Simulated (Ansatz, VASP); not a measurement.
## KTaO3 in VASP and in Ansatz

```
K Ta O
1.0
     3.99013    0.00000    0.00000
     0.00000    3.99013    0.00000
     0.00000    0.00000    3.99013
K Ta O
1 1 3
Cartesian
  0.0000 0.0000 0.0000
  1.9951 1.9951 1.9951
  1.9951 1.9951 0.0000
  1.9951 0.0000 1.9951
  0.0000 1.9951 1.9951
```

Alike in both runs: task single point; functional PBE; k mesh 6 × 6 × 6; no spin polarisation.

```csv
,VASP,Ansatz
version,VASP 6.6.1,Ansatz 0.2.0
potentials or method,"VASP PAW PBE potentials, release 64 (K_sv, Ta_pv, O)","plane waves, PAW"
plane-wave cutoff (eV),520,420
occupations,"gaussian, width 0.01 eV",fixed
valence electrons in the cell,38,40
```

|  | VASP | Ansatz | Ansatz less VASP |
| --- | --- | --- | --- |
| gap on the k mesh at the Fermi level (eV) | 2.17 | 2.22 | +0.047 |

The two sets of potentials don't hold the same shells in valence.

Caveats: spin-orbit coupling is left out, which moves the levels of the heavy elements. A k mesh can miss the band edges. A hybrid or GW would open this gap; PBE tends to underestimate it.
